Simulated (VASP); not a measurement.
## GeS: relaxation of cell and atoms with LDA

GeS:

```
Ge S
1.0
    10.48100    0.00000    0.00000
     0.00000    3.64600    0.00000
     0.00000    0.00000    4.29900
Ge S
4 4
Direct
  0.12210 0.25000 0.12770
  0.37790 0.75000 0.62770
  0.62210 0.25000 0.37230
  0.87790 0.75000 0.87230
  0.84950 0.25000 0.50230
  0.65050 0.75000 0.00230
  0.34950 0.25000 0.99770
  0.15050 0.75000 0.49770
```

* Program: VASP 6.6.1
* Task: relaxation of cell and atoms
* Functional: LDA
* Potentials or basis: VASP PAW LDA potentials, release 64 (Ge_d, S)
* Cutoff: 600 eV
* k mesh: 4 × 8 × 6
* Occupations: gaussian, width 0.03 eV
* Spin: no spin polarisation
* Further INCAR settings: ALGO = Normal; EDIFF = 1e-06; IBRION = 2; EDIFFG = -0.01; NSW = 90; ISIF = 3

```
Relaxed volume                         : 18.98 Å³/atom
Relaxed cell                           : a = 10.183 Å, b = 3.643 Å, c = 4.095 Å, α = 90.00°, β = 90.00°, γ = 90.00°
Space group after relaxing (to 0.05 Å) : Pnma (No. 62)
Energy gained by relaxing              : 14.1 meV/atom
Ionic steps                            : 20
Pressure after relaxing                : 0.0 GPa
Largest force after relaxing           : 0.009 eV/Å
Band gap on the k mesh                 : 0.72 eV, indirect (least direct gap 1.02 eV)
```

Forces on the atoms (eV/Å):
```
Ge   0.007  0.000 -0.006
Ge  -0.007  0.000 -0.006
Ge   0.007  0.000  0.006
Ge  -0.007  0.000  0.006
S    0.004  0.000 -0.005
S   -0.004  0.000 -0.005
S    0.004  0.000  0.005
S   -0.004  0.000  0.005
```

Step by step:
```tsv
step	energy change (eV)	largest force (eV/Å)	pressure (GPa)	volume (Å³)
1	0.0000	0.0320	-2.64	164.28
2	-0.0488	0.3475	0.76	156.37
3	-0.0527	0.2633	0.04	158.05
4	-0.0718	0.1937	-0.05	156.73
5	-0.0942	0.0876	0.03	154.02
6	-0.0964	0.0895	0.10	152.79
7	-0.1076	0.0398	-0.09	152.30
8	-0.1101	0.0611	-0.21	151.90
9	-0.1110	0.0292	0.37	150.74
10	-0.1121	0.0269	0.23	151.24
11	-0.1121	0.0285	0.11	151.28
12	-0.1121	0.0273	0.19	151.26
13	-0.1122	0.0273	-0.15	151.89
14	-0.1124	0.0211	0.02	151.56
15	-0.1124	0.0217	-0.08	151.63
16	-0.1124	0.0216	-0.02	151.60
17	-0.1127	0.0133	0.01	151.64
18	-0.1128	0.0141	0.05	151.69
19	-0.1129	0.0095	-0.11	151.95
20	-0.1129	0.0093	-0.03	151.88
```

Final structure:
```yaml
crystal:
  lattice:
    - [10.18265, 0.00000, 0.00000]
    - [0.00000, 3.64260, 0.00000]
    - [0.00000, 0.00000, 4.09467]
  atoms:
    - { symbol: Ge, position: [0.11805, 0.25000, 0.11975] }
    - { symbol: Ge, position: [0.38195, 0.75000, 0.61975] }
    - { symbol: Ge, position: [0.61805, 0.25000, 0.38025] }
    - { symbol: Ge, position: [0.88195, 0.75000, 0.88025] }
    - { symbol: S, position: [0.85285, 0.25000, 0.49315] }
    - { symbol: S, position: [0.64715, 0.75000, 0.99315] }
    - { symbol: S, position: [0.35285, 0.25000, 0.00685] }
    - { symbol: S, position: [0.14715, 0.75000, 0.50685] }
```

Levels at points of the mesh, in eV from the valence-band top:
| k point | band 36 | band 37 | band 38 | band 39 | band 40 | band 41 | band 42 | band 43 | band 44 | band 45 |
| --- | --- | --- | --- | --- | --- | --- | --- | --- | --- | --- |
| (0.00, 0.00, 0.00) | -2.22 | -1.82 | -1.04 | -0.98 | -0.30 | 0.72 | 2.56 | 2.72 | 2.99 | 3.10 |
| (0.50, 0.00, 0.00) | -2.48 | -2.16 | -2.16 | -0.55 | -0.55 | 2.26 | 2.26 | 2.65 | 2.65 | 4.02 |
| (0.00, 0.50, 0.00) | -2.34 | -1.38 | -1.38 | -1.15 | -1.15 | 1.21 | 1.21 | 1.59 | 1.59 | 1.91 |
| (0.50, 0.50, 0.00) | -2.68 | -1.53 | -1.53 | -1.53 | -1.53 | 1.71 | 1.71 | 1.71 | 1.71 | 2.31 |
| (0.00, 0.00, 0.50) | -1.69 | -0.98 | -0.98 | -0.27 | -0.27 | 1.46 | 1.46 | 2.11 | 2.11 | 2.47 |
| (0.50, 0.00, 0.50) | -2.35 | -0.71 | -0.71 | -0.27 | -0.27 | 1.36 | 1.36 | 2.19 | 2.19 | 2.36 |
| (0.00, 0.50, 0.50) | -3.82 | -2.66 | -2.66 | -1.68 | -1.68 | 3.04 | 3.04 | 3.39 | 3.39 | 4.98 |
| (0.50, 0.50, 0.50) | -4.60 | -1.68 | -1.68 | -1.68 | -1.68 | 2.59 | 2.59 | 2.59 | 2.59 | 5.17 |

It took 19 min on 2 MPI ranks on Intel(R) Xeon(R) 6975P-C (Granite Rapids), with other jobs on the host, peak memory 0.52 GiB a rank.

A k mesh can miss the band edges. LDA usually gives volumes a few per cent too small.
